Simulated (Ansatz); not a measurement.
# Mn in Ansatz: reference runs

Reference runs on Mn: the cell as given.

All numbers are computed with Ansatz 0.2.0; they aren't measurements. Logs are shortened: lines on timing, memory, paths and dates and some standing lists are left out, and cuts for length are marked.

### 1 The cell of the first run

The cell holds a slab with vacuum, 6 atoms: a = 2.732 Å, b = 2.732 Å, c = 24.657 Å, α = 90.00°, β = 90.00°, γ = 90.00°.

### 2 Single point, PBE, collinear spin, ferromagnetic start (the (1 0 0) slab of Mn, cut from the database cell, not relaxed)

input.yaml reads:

```yaml
crystal:
  lattice:
    - [2.7315534957, 0.0, 0.0]
    - [0.0, 2.7315534957, 0.0]
    - [0.0, 0.0, 24.6575]
  atoms:
    - { symbol: Mn, position: [0.5, 0.5, 0.3041670891], spin: 4.0 }
    - { symbol: Mn, position: [0.0, 0.0, 0.3825002535], spin: 4.0 }
    - { symbol: Mn, position: [0.5, 0.5, 0.4608334178], spin: 4.0 }
    - { symbol: Mn, position: [0.0, 0.0, 0.5391665822], spin: 4.0 }
    - { symbol: Mn, position: [0.5, 0.5, 0.6174997465], spin: 4.0 }
    - { symbol: Mn, position: [0.0, 0.0, 0.6958329109], spin: 4.0 }
hamiltonian:
  xc: pbe
  pseudopotentials: { kind: paw }
magnetization:
  spin_polarized: true
kpoints:
  mp_grid: { grid: [10, 10, 1] }
scf:
  occupations: { method: fermi_dirac, width: 0.05 }
output:
  forces: true
  eigenvalues: true
efield:
  axis: 3
  dipole_correction: true
  ramp_width: 0.04
```

Potentials or basis: Ansatz PAW.

Run with:

```bash
$ ansatz run input.yaml --threads 4 --pin off --max-ram 11264MiB --backend cpu --events-out ev --progress --plain --runs-dir out
```

Log:

```text
Warning: RAYON_NUM_THREADS=4 ignored (pool sized by the plan → 4); use --threads N
Engine: ansatz 0.2.0, aarch64-unknown-linux-gnu
Pseudopotentials: kind: paw
Pseudopotential: Mn, paw, valence charge 15, recommended cutoff 420 eV (normal), Mn.paw.azcp
Functional definition: PBE
  parameter kappa = 0.804
  parameter beta = 0.06672455060314922
  exchange = pbe_x(kappa = kappa, mu = beta*pi^2/3)
  correlation = pbe_c(beta = beta)
Crystal: 6 atoms, lattice volume = 183.979 Å³
Basis set: ecut = 420 eV, 3679 PW (Γ), exchange–correlation on 40×40×360 points (8 copies of the dense FFT grid, shifted against one another)
Bands: 69, of which v1, the nominal top of the filled ones, is band 45 counted from 1 (44 counted from 0)
Symmetry: 8 space group operations
k-points: 21 of 100
Non-local potential: Mn, projectors of the file, l = 0: 3, l = 1: 2, l = 2: 3, l = 3: 1
PAW form: soft (Blöchl's): semilocal exchange-correlation on the pseudo side does not see the compensation charge
PAW one-centre angular grid: Mn, 590 points (default); XC on 64 Gauss nodes
Initial density: superposition of atomic densities (neutral atoms: chi_scale 0, normalization atom)
Starting moments: Σ|m| = 24 μB on 6 of 6 sites
Initial wavefunctions: pseudopotential atomic-orbital guess
Functional: x = pbe(κ = 0.804, μ = 0.2195149727645171), c = pbe(β = 0.06672455060314922)
SCF iter   1: F=—  HF=-23390.882640 eV  |F-HF|=—  |Δ(HF+E_count)|=         —  Δρ=1.10e-1 (↑1.10e-1 ↓7.80e-2)  dr2=1.80e1  dr2_m=1.45e1  M=15.925 μB ∫|m|=16.036 μB  β_m=0.89  ethr=3.10e-3  p=0.000 e·Å  D=4.60e-14 V/Å  ΔV_dip=-0.00 eV  dr2_dipole=5.09e-7  V_vac-E_F(+/−)=7.31/7.31 eV  ⟨swp⟩=10.1  Hψ=14442  notcnv=0  defer=49
Mixer restart at iter 1: flushing history
efield: sawtooth ramp at fractional position 0.9800 (placed from the atoms, in the widest stretch of the axis that holds none; the zero of the levels goes with the place), width 0.0400; the density the first Hamiltonian is built on has a dipole p = 0.000 e·Å; the dipole correction subtracts the counter field D = 4.60e-14 V/Å, which shifts the + side's vacuum level by -0.00 eV against the − side's; the planar-averaged density in the ramp window peaks in size at 2.9e-8 e/Å³
preconditioner: auto → LDOS  [metal: Δε(μ)=0.001 eV  Ē_g=6.429 eV  σ=0.050 eV  W_gap=0.01  n_scr=38 (ndim 8)  ℏωp=17.7 eV  f_vac=0.467  D(μ)=12.21/eV (n_scr^D=146)]
spin=Collinear: LDOS preconditioning applied to the charge; magnetization (m = ρ↑ − ρ↓) channel mixes plain (no charge-response kernel on spin).
SCF iter   2: F=—  HF=-23390.359636 eV  |F-HF|=—  |Δ(HF+E_count)|=         —  Δρ=7.68e-2 (↑7.68e-2 ↓6.33e-2)  dr2=5.37e0  dr2_m=8.10e0  M=11.848 μB ∫|m|=12.441 μB  β_m=0.30  ethr=3.10e-3  p=0.000 e·Å  D=9.18e-5 V/Å  ΔV_dip=-0.00 eV  dr2_dipole=2.63e-7  V_vac-E_F(+/−)=5.75/5.75 eV  ⟨swp⟩=2.4  Hψ=4877  notcnv=0  defer=296
Mixer restart at iter 2: flushing history
[...]
SCF 1 converged in 18 iterations: F = -23388.964805 eV  dr2 = 5.41e-9
[...]
SCF iter  19: F=-23389.361225 eV  HF=-23389.361225 eV  |F-HF|=2.91e-11  |Δ(HF+E_count)|=  1.46e-11  Δρ=2.16e-9 (↑1.36e-9 ↓2.16e-9)  dr2=1.33e-14  dr2_m=7.95e-16  M=7.424 μB ∫|m|=19.989 μB  ethr=1.00e-12  p=-0.008 e·Å  D=-7.67e-3 V/Å  ΔV_dip=0.19 eV  dr2_dipole=5.83e-17  V_vac-E_F(+/−)=3.98/3.79 eV  ⟨swp⟩=1.0  Hψ=5964  notcnv=0
SCF 2 converged in 19 iterations: F = -23389.361225 eV  dr2 = 1.33e-14
iter 1 solved again at ethr=1.00e-12 eV; its pass at ethr=3.10e-3 eV (dr2=4.05e-12 eV) is discarded
SCF iter   1: F=—  HF=-23389.361225 eV  |F-HF|=—  |Δ(HF+E_count)|=         —  Δρ=1.61e-9 (↑1.00e-9 ↓1.61e-9)  dr2=8.16e-15  dr2_m=3.75e-16  M=7.424 μB ∫|m|=19.989 μB  β_m=1.20  ethr=1.00e-12  p=-0.008 e·Å  D=-7.67e-3 V/Å  ΔV_dip=0.19 eV  dr2_dipole=4.50e-17  V_vac-E_F(+/−)=3.98/3.79 eV  ⟨swp⟩=3.3  Hψ=12444  notcnv=0
efield: sawtooth ramp at fractional position 0.9800 (kept from the solve that this one continues, or follows in the run), width 0.0400; the density the first Hamiltonian is built on has a dipole p = -0.008 e·Å; the dipole correction subtracts the counter field D = -7.67e-3 V/Å, which shifts the + side's vacuum level by +0.19 eV against the − side's; the planar-averaged density in the ramp window peaks in size at 8.7e-7 e/Å³
preconditioner: auto → LDOS  [metal: Δε(μ)=0.002 eV  Ē_g=6.091 eV  σ=0.050 eV  W_gap=0.01  n_scr=38 (ndim 8)  ℏωp=17.7 eV  f_vac=0.477  D(μ)=8.60/eV (n_scr^D=74)]
spin=Collinear: LDOS preconditioning applied to the charge; magnetization (m = ρ↑ − ρ↓) channel mixes plain (no charge-response kernel on spin).
SCF iter   2: F=-23389.361225 eV  HF=-23389.361225 eV  |F-HF|=2.18e-11  |Δ(HF+E_count)|=  7.28e-12  Δρ=5.63e-10 (↑5.63e-10 ↓5.56e-10)  dr2=7.07e-15  dr2_m=1.02e-16  M=7.424 μB ∫|m|=19.989 μB  ethr=1.00e-12  p=-0.008 e·Å  D=-7.67e-3 V/Å  ΔV_dip=0.19 eV  dr2_dipole=1.50e-15  V_vac-E_F(+/−)=3.98/3.79 eV  ⟨swp⟩=7.4  Hψ=6796  notcnv=0
SCF 3 converged in 2 iterations: F = -23389.361225 eV  dr2 = 7.07e-15
SCF converged after 2 iterations
Stability not told: the SCF's own minimisation came to no verdict on its close; the lowest value that the minimisation read is 3.1e-1 (residual 4.6e-2): no lower mode is shown, and none is ruled out
Magnetization: 7.4245 μB (48.7122 up, 41.2878 down)
Absolute magnetization: 19.9888 μB (∫|ρ↑−ρ↓|, with the PAW one-centre terms)
Spin contamination: 5.5756 ħ² per cell (⟨S²⟩ above its minimum at these occupations)
Per-site moments (μB) at R_I (Å): [(3.6648701746391676, 1.12676581697625), (2.890848170242711, 1.1267658166098864), (-3.1125751907521773, 1.1267658166098864), (2.853415317463295, 1.1267658166098857), (-2.84883247304929, 1.1267658166098857), (3.570903024345096, 1.12676581697625)]
Free energy (F): -23389.361225 eV
Harris-Foulkes:  -23389.361225 eV  (|F-HF|=2.18e-11)
Internal energy: -23389.291367 eV  (E = F + TS)
E sigma→0 (E₀):  -23389.326296 eV
Entropy (-TS):   -0.069858 eV (-11.643 meV/atom)
Fermi energy:    4.986847 eV
Dipole field:    D = -0.007671 V/Å  (p = -0.007800 e·Å, saw-weighted, corrected)
Work function:   Φ+ = 3.9810 eV   Φ− = 3.7918 eV
Levels:          The Fermi level and band energies are counted from a zero that moves with the ramp; work functions are not
--- Per-component energies (eV) ---
  E_band       = -2309.368037
  E_kinetic    = 1805.038081
  E_local      = -126645.841925  (includes V_loc(G=0)·N_el)
  E_nonlocal   = 1470.195247
  E_hartree    = 61864.657971
  E_xc         = -672.152663
  E_vxc        = -859.517502  (∫ρ·V_xc dr)
  E_paw        = -7811.287339  (= ΣΔE_a)
  E_vpaw       = -1808.557885  (= ΣTr[D̂ρ^β])
  E_aug_tail   = -0.000058  (compensation charges beyond the density's cutoff)
  E_efield     = 0.000030  (sawtooth field / dipole correction)
  E_vefield    = 0.000060  (∫n·V_field dr)
  E_ewald      = 46600.099290
  E_smearing   = -0.069858  (= −TS)
  E_closure    = 0.000000  (closes the sum)
  Σ components = -23389.361225   (vs F -23389.361225, Δ=0.00e0)
--- Forces (eV/Å), atoms counted from 1 ---
  atom   1  Mn     0.00000000     0.00000000     0.78924906
  atom   2  Mn     0.00000000     0.00000000     0.03542155
  atom   3  Mn     0.00000000     0.00000000     0.04376595
  atom   4  Mn     0.00000000     0.00000000     0.07800983
  atom   5  Mn    -0.00000000     0.00000000    -0.09616306
  atom   6  Mn     0.00000000     0.00000000    -0.85028326
  max |Σ_I F_I| component: 5.64e-8 eV/Å
--- Band table (eV; the first three rows and the last of 42) ---
  k-point 0 ↑: bands = ["-76.0144", "-75.6535", "-75.5956", "-75.3179", "-72.6484", "-72.4840", "-44.9113", "-44.6042", "-44.6042", "-44.4807", "-44.4401", "-44.2469", "-44.2469", "-44.2295", "-44.2295", "-44.0691", "-43.9559", "-43.9559", "-41.4445", "-41.3344", "-41.3344", "-41.2749", "-41.1805", "-41.1805", "-2.3060", "-1.6730", "-0.7677", "0.2839", "0.9428", "1.1685", "1.5029", "1.6089", "1.9159", "2.4846", "2.7817", "3.0659", "3.2446", "3.2446", "3.3454", "3.3454", "3.5269", "3.5269", "3.8366", "3.8851", "4.0906", "4.1461", "4.1947", "4.2999", "4.2999", "4.5339", "4.5503", "4.8748", "5.6502", "5.9912", "6.4134", "6.4740", "6.4740", "6.7841", "6.7841", "7.2799", "7.3290", "8.5333", "8.8945", "10.0887", "11.4178", "13.2025", "14.3634", "16.3425", "16.7719"]
  k-point 1 ↑: bands = ["-76.0130", "-75.6521", "-75.5941", "-75.3166", "-72.6468", "-72.4825", "-44.9099", "-44.6183", "-44.6030", "-44.4792", "-44.4383", "-44.2611", "-44.2457", "-44.2451", "-44.2282", "-44.0671", "-43.9697", "-43.9549", "-41.4429", "-41.3499", "-41.3332", "-41.2734", "-41.1959", "-41.1793", "-2.0867", "-1.4616", "-0.5669", "0.4569", "1.0742", "1.2886", "1.5866", "1.6887", "1.9896", "2.5380", "2.7281", "2.9548", "3.1271", "3.2589", "3.3148", "3.3635", "3.4176", "3.5330", "3.8047", "3.8227", "3.9854", "4.0090", "4.1017", "4.3487", "4.3645", "4.4646", "4.6633", "5.0641", "5.7177", "5.9033", "6.0652", "6.5161", "6.7413", "6.7778", "7.1982", "7.2392", "7.5586", "8.7676", "9.1095", "10.3111", "11.6042", "13.3954", "14.4645", "16.0381", "16.5192"]
  k-point 2 ↑: bands = ["-76.0093", "-75.6484", "-75.5902", "-75.3131", "-72.6428", "-72.4785", "-44.9063", "-44.6553", "-44.6000", "-44.4755", "-44.4338", "-44.2981", "-44.2847", "-44.2426", "-44.2246", "-44.0631", "-44.0054", "-43.9524", "-41.4390", "-41.3902", "-41.3300", "-41.2694", "-41.2361", "-41.1760", "-1.4547", "-0.8645", "-0.0249", "0.8691", "1.3589", "1.5839", "1.8689", "1.9400", "2.2216", "2.5124", "2.6133", "2.7908", "2.8708", "3.2331", "3.2883", "3.2909", "3.3944", "3.5364", "3.6193", "3.7294", "3.7345", "3.7868", "4.2014", "4.2641", "4.4390", "4.5829", "4.8582", "5.1308", "5.6905", "5.8946", "6.4212", "6.6042", "6.7533", "6.9742", "7.0528", "7.3915", "8.5703", "9.4769", "9.7396", "10.9818", "12.1369", "13.3043", "13.8186", "14.0372", "14.7868"]
  k-point 20 ↓: bands = ["-75.7836", "-75.6400", "-72.5842", "-72.1644", "-72.1399", "-71.6237", "-44.5768", "-44.5564", "-44.5564", "-44.5241", "-44.3685", "-44.3685", "-41.4396", "-41.4396", "-41.3852", "-41.0556", "-41.0556", "-41.0073", "-41.0052", "-41.0052", "-40.9828", "-40.5399", "-40.5399", "-40.4475", "0.9589", "1.2067", "1.8264", "1.8264", "1.8562", "2.0199", "2.0199", "2.5589", "3.4663", "3.6840", "4.1594", "4.1594", "4.5139", "4.6911", "4.6911", "4.7571", "5.0801", "5.2266", "5.6616", "5.6616", "6.6517", "6.7096", "6.7096", "6.9103", "7.3019", "7.4732", "7.5352", "7.9943", "7.9944", "8.0921", "8.0921", "8.5056", "9.4283", "9.4283", "11.0546", "11.0546", "12.8759", "12.8759", "13.8595", "13.8842", "13.8925", "13.9597", "14.6946", "14.6946", "14.7782"]
```

Run time: 5.4 min. Hardware: 4 threads of Arm Neoverse V1, shared host; peak memory 1.7 GiB.

Results:

```
Free energy                     : -23389.3612 eV
Largest force                   : 0.850 eV/Å
Band gap on the k mesh          : none (metal or under the smearing width)
Net moment                      : 7.42 μB per cell
Absolute moment                 : 19.99 μB per cell
Site moments                    : Mn +3.66, +2.89, -3.11, +2.85, -2.85, +3.57 μB
Work function of the upper face : 3.98 eV
Work function of the lower face : 3.79 eV
Dipole across the slab          : -0.008 e·Å
```

Forces on the atoms (eV/Å):
```
Mn   0.000  0.000  0.789
Mn   0.000  0.000  0.035
Mn   0.000  0.000  0.044
Mn   0.000  0.000  0.078
Mn   0.000  0.000 -0.096
Mn   0.000  0.000 -0.850
```

Caveat: the cell was measured hot, at 1373 K; the starting moments weren't kept.
